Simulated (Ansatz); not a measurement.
**Antimony (bcc) across density functionals**

All rows: Ansatz, plane waves with scalar-relativistic PAW, 420 eV (500 eV for the SCAN forms), relaxed under each functional, no dispersion correction, no zero-point motion. B₀ comes from uniform scaling at fixed shape; a dash is a value not given.

| functional | V (Å³/atom) | cell | B₀ (GPa) | magnetic state | ΔE to A7 rhombohedral (meV/atom) |
| --- | --- | --- | --- | --- | --- |
| PBE | 27.27 | a = 3.793 Å | 58 | spin not included | 233 |
| r²SCAN | 26.96 | a = 3.778 Å | 60 | spin not included | 355 |
| PBEsol | 25.98 | a = 3.732 Å | 67 | spin not included | 176 |
| LDA | 25.52 | a = 3.710 Å | 70 | spin not included | 193 |
| revPBE | 27.69 | a = 3.812 Å | 55 | spin not included | 251 |
| RPBE | 27.87 | a = 3.820 Å | 54 | spin not included | 260 |
| BLYP | 29.94 | a = 3.912 Å | 44 | spin not included | 474 |

LDA gives the smallest volume and BLYP the largest.
